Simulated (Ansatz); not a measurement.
TiAl in Ansatz: the effect of target pressure

TiAl:

```
Ti Al
1.0
     2.86726    0.00000    0.00000
    -1.43363    2.48312    0.00000
     0.00000    0.00000    4.67808
Ti Al
1 1
Direct
  0.00000 0.00000 0.00000
  0.33333 0.66667 0.50000
```

The cell comes from a database or a generator and needn't be the stable form of this composition.

Alike in all runs:

```yaml
Program: Ansatz 0.2.0
Task: relaxation of cell and atoms
Functional: PBEsol
Potentials_or_basis: Ansatz PAW
Cutoff: "420 eV (not typed: the program's choice for these potentials)"
k_mesh: 11 × 11 × 6
Occupations: fermi-dirac, width 0.05 eV
Spin: no spin polarisation
```

Each run relaxes the cell or the atoms first.

**Question.** One run gave: relaxed volume 15.56 Å³/atom. Which target pressure did it use?
A. 0 GPa
B. 2 GPa
C. 5 GPa
D. 30 GPa
E. 10 GPa

**Answer.** C.

```tsv
target pressure	relaxed volume (Å³/atom)
0 GPa	16.23
2 GPa	15.95
5 GPa	15.56
10 GPa	15.00
20 GPa	14.10
30 GPa	13.38
```

Caveats: the plane-wave basis is chosen anew once the cell has moved, so the energies of steps on either side of that aren't comparable; the PAW data sets come from PBE, with cores solved anew for the run's functional, which leaves a small shift of forces and pressure; the volume moved by over 15 % at a fixed basis, so the end points are rough (some runs).
